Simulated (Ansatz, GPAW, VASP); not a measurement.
**MgSe: 3 runs at one level of theory**

```
Se Mg
1.0
     0.00000    2.72550    2.72550
     2.72550    0.00000    2.72550
     2.72550    2.72550    0.00000
Se Mg
1 1
Direct
  0.50000 0.50000 0.50000
  0.00000 0.00000 0.00000
```

Alike in all runs: task single point; functional PBE; k mesh 8 × 8 × 8; occupations gaussian, width 0.014 eV; no spin polarisation; no spin-orbit coupling. Pressure is positive in compression and, in plane waves, holds the error of the finite cutoff, which Ansatz's Pulay term estimates and takes out.

| program and potentials | plane-wave cutoff (eV) | notes | band gap (eV) | pressure (GPa) |
| --- | --- | --- | --- | --- |
| Ansatz, Ansatz PAW | 420 | 13 valence electrons an atom on average | 1.82 | 2.03 |
| VASP, PBE PAW files Mg, Se, 520 eV | 520 | 4 valence electrons an atom on average | 1.80 | 1.88 |
| GPAW, GPAW PAW data sets (gpaw-data 1.2.1) | 800 | 8 valence electrons an atom on average | 1.82 | 1.99 |

The band gap spans 1.80 (VASP, PBE PAW files Mg, Se, 520 eV) to 1.82 eV (Ansatz, Ansatz PAW). The pressure spans 1.88 (VASP, PBE PAW files Mg, Se, 520 eV) to 2.03 GPa (Ansatz, Ansatz PAW). Spin-orbit coupling, left out here, moves the band edges of heavy atoms. The gap is indirect and read on the mesh alone.

Differences between rows come from potentials, basis sets and numerical settings, since the functional is the same but for its coding. Runs on potential files found faulty are left out.
